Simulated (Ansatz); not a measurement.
# TiAl: the cost of one run

Method: DFT PBEsol, scalar-relativistic, plane waves, PAW, in Ansatz 0.2.0.

## Step 1: Starting point

It takes space group Pm-3m (No. 221, cubic). The conventional cell has a = 3.179 Å, b = 3.179 Å, c = 3.179 Å, α = 90.00°, β = 90.00°, γ = 90.00°. Ti (site symmetry m-3m) has 8 Al at 2.75 Å as nearest neighbours. Around Al (site symmetry m-3m) lie 8 Ti at 2.75 Å.

As a file:

```cif
data_structure
_symmetry_space_group_name_H-M 'P 1'
_symmetry_Int_Tables_number 1
_cell_length_a 3.1791
_cell_length_b 3.1791
_cell_length_c 3.1791
_cell_angle_alpha 90.000
_cell_angle_beta 90.000
_cell_angle_gamma 90.000
_cell_volume 32.13
loop_
_atom_site_label
_atom_site_type_symbol
_atom_site_fract_x
_atom_site_fract_y
_atom_site_fract_z
_atom_site_occupancy
Ti1 Ti 0.00000 0.00000 0.00000 1
Al1 Al 0.50000 0.50000 0.50000 1
```

The structure comes from the Materials Project (structure only).

## Step 2: Quick check of gap, pressure and forces

File input.yaml:

```yaml
crystal:
  lattice:
    - [3.179064, 0.0, 0.0]
    - [0.0, 3.179064, 0.0]
    - [0.0, 0.0, 3.179064]
  atoms:
    - { symbol: Ti, position: [0.0, 0.0, 0.0] }
    - { symbol: Al, position: [0.5, 0.5, 0.5] }
basis:
  ecutwfc: 350.0
kpoints:
  mp_grid: { grid: [6, 6, 6] }
hamiltonian:
  xc: pbesol
scf:
  occupations: { method: gaussian, width: 0.1 }
output:
  forces: true
  stress: true
  eigenvalues: true
```

Run with:

```
$ ansatz run input.yaml --threads 1 --pin off --max-ram 2560MiB --backend cpu --events-out ev --progress --plain --runs-dir out
```

Q: Estimate wall time and peak memory on 1 thread of Intel Xeon at 2.50GHz (Skylake/Cascade Lake), shared host.

About 2.2 s, with a peak of 0.29 GiB.
